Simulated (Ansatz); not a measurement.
# WS2: the cost of one run

Method: DFT r2SCAN, scalar-relativistic, plane waves, PAW, in Ansatz 0.2.0.

1 further run of the same task is left out (set aside as unsound or not needed).

### Step 1. The starting structure

It takes space group P-3m1 (No. 164, trigonal). The conventional cell has a = 3.181 Å, b = 3.181 Å, c = 23.688 Å, α = 90.00°, β = 90.00°, γ = 120.00°. W (site symmetry 3m) has 6 S at 2.41 Å as nearest neighbours. S (site symmetry 3m) has 3 W at 2.41 Å as nearest neighbours.

Coordinates:

```
CELL_PARAMETERS angstrom
3.18141 0.00000 0.00000
-1.59071 2.75518 0.00000
0.00000 0.00000 23.68815
ATOMIC_POSITIONS crystal
W 0.33333 0.66667 0.63794
W 0.66667 0.33333 0.36206
S 0.33333 0.66667 0.29624
S 0.66667 0.33333 0.57210
S 0.33333 0.66667 0.42790
S 0.66667 0.33333 0.70376
```

It goes back to an entry of the Materials Project, which need not be the stable form.

It is the result of an earlier relaxation at this level (volume 34.61 Å³/atom; gap on the mesh: 1.58 eV).

### Step 2. Setting up energy and stress against strain

The cell is strained by ε times the Voigt pattern (1, 0, 0, 0, 0, 0) (xx, yy, zz, yz, xz, xy; engineering shear), with fractional coordinates fixed (clamped ions). The stress on the pattern is the sum of the stress components weighted by it, tension positive.

### Step 3. At ε = -0.0600

File input.yaml:

```yaml
crystal:
  lattice:
    - [2.9905270245, 0.0, 0.0]
    - [-1.4952635122, 2.7551833765, 0.0]
    - [0.0, 0.0, 23.6881463475]
  atoms:
    - { symbol: W, position: [0.3333333333, 0.6666666667, 0.6379434935] }
    - { symbol: W, position: [0.6666666667, 0.3333333333, 0.3620565065] }
    - { symbol: S, position: [0.3333333333, 0.6666666667, 0.2962425097] }
    - { symbol: S, position: [0.6666666667, 0.3333333333, 0.5721038223] }
    - { symbol: S, position: [0.3333333333, 0.6666666667, 0.4278961777] }
    - { symbol: S, position: [0.6666666667, 0.3333333333, 0.7037574903] }
basis:
  ecutwfc: 500
kpoints:
  mp_grid: { grid: [12, 12, 2] }
hamiltonian:
  xc: r2scan
scf:
  occupations: { method: gaussian, width: 0.05 }
output:
  forces: true
  stress: true
  eigenvalues: true
```

On the command line:

```console
ansatz run input.yaml --threads 1 --pin off --max-ram 2560MiB --backend cpu --events-out ev --progress --plain --runs-dir out
```

**Question.** How long does this run take on 1 thread of Intel Xeon at 2.70GHz, shared host, and how much memory does it need?

About 59 s, with a peak of 1.1 GiB.
